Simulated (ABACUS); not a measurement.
Crystal: MgO.

```xyz
2
Lattice="0.0000 2.0970 2.0970 2.0970 0.0000 2.0970 2.0970 2.0970 0.0000" Properties=species:S:1:pos:R:3 pbc="T T T"
Mg    0.0000    0.0000    0.0000
O     2.0970    2.0970    2.0970
```

The cell is a database's computed one.

Program: ABACUS 3.10.1. Alike in all runs: task single point; no spin polarisation; cell as given; smearing fermi-dirac 0.05 eV.

Q: Order these runs on this cell by their band gap on the k mesh, lowest first.
A. level r2SCAN; potentials or basis SG15 ONCV 1.2 PBE, DZP LCAO (the cutoffs set its grid); k mesh 8 × 8 × 8; cutoff (eV) 1361; SCF threshold on the density 1e-07; eigensolver genelpa
B. level PBEsol; potentials or basis PseudoDojo NC SR 0.5 PBE stringent, plane waves; k mesh 9 × 9 × 9; cutoff (eV) 1252; SCF threshold on the density 1e-08; eigensolver dav
C. level BP86; potentials or basis PseudoDojo NC SR 0.5 PBE standard, plane waves; k mesh 9 × 9 × 9; cutoff (eV) 1143; SCF threshold on the density 1e-08; eigensolver dav

A: B (4.73 eV), C (4.99 eV), A (5.64 eV).

Caveats: an odd mesh through Γ misses points on the zone boundary, where band edges often lie (some runs); the atomic orbitals were generated for these runs and aren't a published set (some runs); the basis of atomic orbitals isn't converged, which shifts pressures, moduli and gaps (some runs).

Not every run made on this cell is shown here.
